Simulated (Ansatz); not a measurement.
**TaN: stationary points along a deformation path**

The calculation used Ansatz 0.2.0, DFT r2SCAN, scalar-relativistic, plane waves, PAW. The runs took a 500 eV cutoff, a Γ-centred 20×20×20 mesh and Gaussian smearing (0.15 eV). Spin–orbit coupling is left out, which can shift energies with elements as heavy as these. No spin polarisation. Energies are free energies at this smearing, counted from the undisturbed cell; pressure is positive in compression.

The undisturbed cell (as given, not relaxed at this level; it stands at 9.8 GPa; this rock-salt form isn't the usual structure):

```yaml
crystal:
  lattice:
    - [0.00000, 2.17900, 2.17900]
    - [2.17900, 0.00000, 2.17900]
    - [2.17900, 2.17900, 0.00000]
  atoms:
    - { symbol: Ta, position: [0.50000, 0.50000, 0.50000] }
    - { symbol: N, position: [0.00000, 0.00000, 0.00000] }
```

At fixed volume and fractional coordinates, lengths along (0.577, 0.577, 0.577) are scaled against those across it; ρ is that ratio over its starting value. V = 10.346 Å³/atom. Δσ is the stress along the axis less the mean stress across it (compression positive).

```csv
ρ,ΔE (meV/atom),Δσ (GPa),space group
0.500,451.3,0.00,Pm-3m
0.600,500.5,-0.80,R-3m
0.710,381.1,33.20,R-3m
0.850,95.0,30.08,R-3m
0.930,17.2,10.62,R-3m
1.000,0.0,0.00,Fm-3m
1.080,14.9,-7.46,R-3m
1.200,71.1,-17.33,R-3m
1.410,393.0,-85.61,R-3m
1.700,1530.0,-194.59,R-3m
2.000,3031.3,-214.38,R-3m
```

Problem. How does the stress give the slope of the energy, and where is the energy stationary?

Solution. Along the path d ln(length) is 2/3 d ln ρ on the axis and −1/3 d ln ρ across it, so dE/d ln ρ = −(2/3) V Δσ: the energy falls with ρ where Δσ is positive. Δσ vanishes or changes sign at ρ = 0.500 (Pm-3m, an end of the scan), at 451.3 meV/atom; between ρ = 0.600 and 0.710, a maximum (near 0.60 by linear interpolation); at ρ = 1.000 (Fm-3m), a minimum at 0.0 meV/atom. Pairs of stationary points between two samples would go unseen, and could change a minimum read from distant neighbours into a maximum. At ρ = 0.500, 1.000 the cell is cubic, where symmetry alone makes the stress isotropic and the slope zero.

Problem. Which shear constant sets the curvature at ρ = 1?

Solution. For a cubic crystal E/V = (2/3) C (ln ρ)² with C = C44, so Δσ = −2C ln ρ. The parabola of Δσ against ln ρ through ρ = 0.930, 1 and 1.080 gives C ≈ 61 GPa with the ions clamped, rough because the steps are large. It is the stress–strain coefficient at this cell's pressure of 9.8 GPa, not the zero-pressure constant.

In a metal these slopes depend on the k mesh and the smearing.